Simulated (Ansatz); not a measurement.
Mn3Si: band structure with PBEsol

Crystal: Mn3Si.

```
Mn Si
1.0
     0.00000    2.86100    2.86100
     2.86100    0.00000    2.86100
     2.86100    2.86100    0.00000
Mn Si
3 1
Cartesian
  4.2915 4.2915 4.2915
  1.4305 1.4305 1.4305
  2.8610 2.8610 2.8610
  0.0000 0.0000 0.0000
```

- Program: Ansatz 0.2.0
- Task: band structure
- Functional: PBEsol
- Potentials or basis: all-electron LAPW, scalar-relativistic
- Cutoff: 282 eV (chosen from the basis error)
- Basis error allowed: 0.002 eV/atom
- k mesh: 8 × 8 × 8
- Occupations: fermi-dirac, width 0.05 eV
- Spin: collinear spin, ferromagnetic start
- Starting moments: [4.0, 4.0, 4.0, 0.0] μB

```
Pressure                : -15.9 GPa
Band gap along the path : none (metal or under the smearing width)
Net moment              : 1.01 μB per cell
Absolute moment         : 4.49 μB per cell
Site moments            : Mn -0.84, +2.63; Si +0.04 μB
```

Levels at the corners of the path, in eV from the Fermi level:
Spin up:
```csv
point,band 25,band 26,band 27,band 28,band 29,band 30,band 31,band 32,band 33,band 34
Γ,-2.61,-0.10,-0.10,0.78,0.78,0.78,1.28,1.28,3.39,4.73
X,-2.22,-1.64,-0.99,-0.17,-0.17,0.17,0.81,0.87,0.87,1.23
W,-1.47,-1.06,-1.06,-0.45,-0.25,0.16,0.38,0.38,1.45,1.58
K,-1.26,-1.16,-0.83,-0.73,-0.49,0.01,0.54,0.94,1.21,1.67
Γ,-2.61,-0.10,-0.10,0.78,0.78,0.78,1.28,1.28,3.39,4.73
L,-1.56,-0.53,-0.47,-0.47,-0.25,-0.25,0.56,0.56,0.82,4.47
U,-1.26,-1.16,-0.83,-0.73,-0.49,0.01,0.54,0.94,1.21,1.67
W,-1.47,-1.06,-1.06,-0.45,-0.25,0.16,0.38,0.38,1.45,1.58
```
Spin down:
```
point  band 24  band 25  band 26  band 27  band 28  band 29  band 30  band 31  band 32  band 33
    Γ    -1.38    -1.38     0.05     0.05     0.05     0.74     0.74     1.84     1.84     3.73
    X    -1.96    -1.96    -0.82    -0.82    -0.17     0.53     0.69     0.89     1.17     1.42
    W    -1.68    -1.50    -1.50    -0.98    -0.75     0.99     0.99     1.10     1.10     1.46
    K    -1.67    -1.60    -1.24    -1.07    -0.76     0.89     0.92     1.13     1.44     1.56
    Γ    -1.38    -1.38     0.05     0.05     0.05     0.74     0.74     1.84     1.84     3.73
    L    -1.94    -1.94    -1.18    -1.18    -1.18     0.93     0.93     1.48     1.69     1.69
    U    -1.67    -1.60    -1.24    -1.07    -0.76     0.89     0.92     1.13     1.44     1.56
    W    -1.68    -1.50    -1.50    -0.98    -0.75     0.99     0.99     1.10     1.10     1.46
```

Wall time 28 s on 4 threads of Arm Neoverse V1, with other jobs on the host, peak memory 0.64 GiB.

Caveat: the starting moments weren't kept.
